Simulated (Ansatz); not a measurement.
# Os: the cost of one run

Method: DFT PBE, scalar-relativistic, in Ansatz 0.2.0.

## Step 1: The starting structure

The structure is hexagonal, space group P6_3/mmc (No. 194). Conventional cell: a = 2.734 Å, b = 2.734 Å, c = 4.320 Å, α = 90.00°, β = 90.00°, γ = 120.00°. Around Os (site symmetry -6m2) lie 12 Os at 2.68 to 2.73 Å.

Structure file:

```xyz
2
Lattice="2.7341 0.0000 0.0000 -1.3670 2.3678 0.0000 0.0000 0.0000 4.3197" Properties=species:S:1:pos:R:3 pbc="T T T"
Os    0.0000    1.5785    1.0799
Os    1.3670    0.7893    3.2398
```

Atoms are numbered in the order of the input: Os1, Os2.

## Step 2: The deformed structure

Space group P6_3/mmc before, P6_3/mmc after.

## Step 3: LAPW, all electrons

The input, input.yaml:

```yaml
crystal:
  lattice:
    - [2.7340999755, 0.0, 0.0]
    - [-1.3670499878, 2.3678000353, 0.0]
    - [0.0, 0.0, 4.362897]
  atoms:
    - { symbol: Os, position: [0.3333333333, 0.6666666667, 0.25] }
    - { symbol: Os, position: [0.6666666667, 0.3333333333, 0.75] }
kpoints:
  mp_grid: { grid: [15, 15, 9] }
  band_path:
    path:
      - [0.0, 0.0, 0.0]
      - [0.5, 0.0, 0.0]
      - [0.3333333333, 0.3333333333, 0.0]
      - [0.0, 0.0, 0.0]
      - [0.0, 0.0, 0.5]
      - [0.5, 0.0, 0.5]
      - [0.3333333333, 0.3333333333, 0.5]
      - [0.0, 0.0, 0.5]
      - [0.5, 0.0, 0.5]
    npoints: 5
scf:
  occupations: { method: fermi_dirac, width: 0.05 }
hamiltonian:
  xc: pbe
  pseudopotentials: { kind: all_electron, lapw: { basis_error: 0.0005 } }
output:
  forces: true
  stress: true
  eigenvalues: true
```

On the command line:

```console
$ ansatz run input.yaml --threads 1 --pin off --max-ram 3072MiB --backend cpu --events-out ev --progress --plain --runs-dir out
```

**Question.** How long does this run take on 1 thread of Intel Xeon 6975P-C (Granite Rapids), shared host, and how much memory does it need?

About 37 s, with a peak of 0.75 GiB.
